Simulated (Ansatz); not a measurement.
input.yaml (Ansatz)

```yaml
crystal:
  lattice:
    - [0.0, 2.1170716256, 2.1170716256]
    - [2.1170716256, 0.0, 2.1170716256]
    - [2.1170716256, 2.1170716256, 0.0]
  atoms:
    - { symbol: Ga, position: [0.0, 0.0, 0.0] }
hamiltonian:
  xc: pbe
  pseudopotentials:
    kind: paw
    azcp:
      Ga: "pseudopotentials/Ga.paw.azcp"
basis:
  ecutwfc: 420
  fft_grid_basis: typed
kpoints:
  mp_grid: { grid: [21, 21, 21], shift: [0, 0, 0] }
magnetization:
  spin_polarized: false
scf:
  occupations: { method: fermi_dirac, width: 0.1 }
output:
  stress: true
```

Terminal output

```
Engine: ansatz 0.2.0, x86_64-unknown-linux-gnu
Pseudopotentials: kind: paw
Pseudopotential: Ga, paw, valence charge 13, recommended cutoff 420 eV (normal) 
Functional definition: PBE
  parameter kappa = 0.804
  parameter beta = 0.06672455060314922
  exchange = pbe_x(kappa = kappa, mu = beta*pi^2/3)
  correlation = pbe_c(beta = beta)
Crystal: 1 atoms, lattice volume = 18.977 Å³
Basis set: ecut = 420 eV, 339 PW (Γ)
Bands: 11, of which v1, the nominal top of the filled ones, is band 7 counted from 1 (6 counted from 0)
Symmetry: 48 space group operations
Space group: Fm-3m (ITA 225), of the structure as read, at distance tolerance 2.7e-5 Å
k-points: 286 of 9261
Non-local potential: Ga, projectors of the file, l = 0: 2, l = 1: 2, l = 2: 3, l = 3: 1
PAW form: soft (Blöchl's): semilocal exchange-correlation on the pseudo side does not see the compensation charge
PAW one-centre angular grid: Ga, 590 points (default); XC on 64 Gauss nodes
Initial density: superposition of atomic densities (neutral atoms: chi_scale 0, normalization atom), corrected by the library's trained network
Initial wavefunctions: pseudopotential atomic-orbital guess
Functional: x = pbe(κ = 0.804, μ = 0.2195149727645171), c = pbe(β = 0.06672455060314922)
SCF iter   1: F=—  HF=-3783.005461 eV  |F-HF|=—  |Δ(HF+E_count)|=         —  Δρ=1.56e-3  dr2=1.71e-4  ethr=1.77e-3  ⟨swp⟩=5.0  Hψ=18767  notcnv=0
SCF iter   2: F=—  HF=-3783.005382 eV  |F-HF|=—  |Δ(HF+E_count)|=   7.93e-5  Δρ=4.58e-4  dr2=3.84e-5  ethr=1.32e-6  ⟨swp⟩=2.0  Hψ=7045  notcnv=0
SCF iter   3: F=—  HF=-3783.005376 eV  |F-HF|=—  |Δ(HF+E_count)|=   5.86e-6  Δρ=3.65e-4  dr2=9.70e-6  ethr=2.95e-7  ⟨swp⟩=2.0  Hψ=4920  notcnv=0
SCF iter   4: F=—  HF=-3783.005379 eV  |F-HF|=—  |Δ(HF+E_count)|=   3.65e-6  Δρ=1.02e-4  dr2=1.09e-6  ethr=7.46e-8  ⟨swp⟩=1.9  Hψ=3492  notcnv=0
iter 5 did not close the SCF: its close was put off for the readings that it lacked (scf_convergence_deferred on its scf_iter line)
SCF iter   5: F=-3783.005379 eV  HF=-3783.005379 eV  |F-HF|=2.48e-9  |Δ(HF+E_count)|=   9.13e-7  Δρ=6.23e-6  dr2=4.57e-9  ethr=8.35e-9  ⟨swp⟩=2.0  Hψ=4897  notcnv=0
SCF iter   6: F=-3783.005379 eV  HF=-3783.005379 eV  |F-HF|=9.09e-13  |Δ(HF+E_count)|=   3.71e-9  Δρ=1.63e-7  dr2=3.25e-12  ethr=3.52e-11  ⟨swp⟩=1.2  Hψ=9435  notcnv=0
SCF 1 converged in 6 iterations: F = -3783.005379 eV  dr2 = 3.25e-12
SCF converged after 6 iterations
Free energy (F): -3783.005379 eV
Harris-Foulkes:  -3783.005379 eV  (|F-HF|=9.09e-13)
Internal energy: -3782.992075 eV  (E = F + TS)
E sigma→0 (E₀):  -3782.998727 eV
Entropy (-TS):   -0.013303 eV (-13.303 meV/atom)
Fermi energy:    9.686880 eV
--- Per-component energies (eV) ---
  E_band       = -35.870917
  E_kinetic    = 114.495022
  E_local      = -1785.651966  (includes V_loc(G=0)·N_el)
  E_nonlocal   = 422.174505
  E_hartree    = 838.378757
  E_xc         = -69.355061
  E_vxc        = -58.078446  (∫ρ·V_xc dr)
  E_paw        = -1985.476751  (= ΣΔE_a)
  E_vpaw       = -405.567477  (= ΣTr[D̂ρ^β])
  E_aug_tail   = -0.000115  (compensation charges beyond the density's cutoff)
  E_ewald      = -1317.556467
  E_smearing   = -0.013303  (= −TS)
  E_closure    = -0.000000  (closes the sum)
  Σ components = -3783.005379   (vs F -3783.005379, Δ=0.00e0)
--- Stress (GPa, compression-positive) ---
       -0.111165      -0.000000       0.000000
       -0.000000      -0.111165       0.000000
        0.000000       0.000000      -0.111165
  P = ⅓ Tr σ = -0.1112 GPa (-1.112 kbar)
```
